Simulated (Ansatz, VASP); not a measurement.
**One calculation of La, two programs**

```xyz
2
Lattice="3.7833 0.0000 0.0000 -1.8916 3.2764 0.0000 0.0000 0.0000 6.0761" Properties=species:S:1:pos:R:3 pbc="T T T"
La    0.0000    2.1843    1.5190
La    1.8916    1.0921    4.5571
```

Alike in both runs: functional PBE; k mesh 12 × 12 × 7; occupations fermi-dirac, width 0.05 eV; no spin polarisation.

Ansatz relaxed the structure, and its values are those at the end. VASP's run is a single point on that final structure, the one shown.

|  | VASP | Ansatz |
| --- | --- | --- |
| version | VASP 6.6.1 | Ansatz 0.2.0 |
| potentials or method | VASP PAW PBE potentials, release 64 (La) | PAW with Ansatz's earlier generated frozen-core files (soft_1), scalar-relativistic |
| plane-wave cutoff (eV) | 520 | 420 |
| valence electrons in the cell | 22 | 22 |

VASP gave:

```
pressure (GPa) : 0.1
```

Task: What did Ansatz give for the same quantities?

Result: Pressure (GPa): 0.0.

Spin-orbit coupling is left out, which matters for the levels of La.
